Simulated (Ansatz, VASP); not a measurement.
# AgCl: VASP beside Ansatz

```
CELL_PARAMETERS angstrom
0.00000 2.91826 2.58154
2.91826 0.00000 2.58154
2.91826 2.91826 0.00000
ATOMIC_POSITIONS crystal
Ag 0.50000 0.50000 0.50000
Cl 0.00000 0.00000 0.00000
```

Change from the starting cell: strain +0.040 along x and y, -0.080 along z, atoms carried along.

Alike in both runs: task single point; functional PBE; k mesh 8 × 8 × 8; occupations gaussian, width 0.05 eV; no spin polarisation.

|  | VASP | Ansatz |
| --- | --- | --- |
| version | VASP 6.6.1 | Ansatz 0.2.0 |
| potentials or method | VASP PAW PBE potentials, release 64 (Ag, Cl) | scalar-relativistic, plane waves, PAW |
| plane-wave cutoff (eV) | 520 | 420 |
| valence electrons in the cell | 18 | 26 |

```csv
,VASP,Ansatz,Ansatz less VASP
gap on the k mesh at the Fermi level (eV),0.72,0.72,+0.002
least direct gap on the mesh (eV),3.13,3.13,-0.003
pressure (GPa),1.4,1.5,+0.13
largest component of the traceless stress (GPa),1.85,1.92,+0.071
```

With one functional, cell and mesh, what is left measures potentials, basis and numerics. The two sets of potentials don't hold the same shells in valence.

A k mesh can miss the band edges.
